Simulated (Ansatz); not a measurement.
Crystal: KF (Carobbiite).

```xyz
2
Lattice="0.0000 2.6357 2.6357 2.6357 0.0000 2.6357 2.6357 2.6357 0.0000" Properties=species:S:1:pos:R:3 pbc="T T T"
K     0.0000    0.0000    0.0000
F     2.6357    2.6357    2.6357
```

The cell isn't the ideal one: volume scaled by 0.96.

| Quantity | Value |
| --- | --- |
| Program | Ansatz 0.2.0 |
| Task | relaxation of cell and atoms |
| Functional | PBE |
| Dispersion | D3(BJ) |
| Potentials or basis | all-electron LAPW, relativistic spinors |
| Basis error allowed | 0.0005 eV/atom |
| k mesh | 7 × 7 × 7 |
| Occupations | methfessel-paxton, width 0.025 eV |
| Spin | spin-orbit coupling, no magnetisation |

At the start: volume 18.31 Å³/atom.

Q: Where does the relaxation end?

A: Over 4 steps the energy falls by 3.6 meV/atom and the volume is 19.10 Å³/atom (+4.3 %); space group Fm-3m (No. 225, to 0.05 Å).

The path:
```csv
step,energy change (eV),largest force (eV/Å),volume (Å³)
1,0.0000,0.0000,36.62
2,-0.0072,0.0000,38.12
3,-0.0072,0.0000,38.20
4,-0.0072,0.0000,38.20
```

Final structure:
```xyz
2
Lattice="0.0000 2.6731 2.6731 2.6731 0.0000 2.6731 2.6731 2.6731 0.0000" Properties=species:S:1:pos:R:3 pbc="T T T"
K     0.0000    0.0000    0.0000
F     2.6731    2.6731    2.6731
```
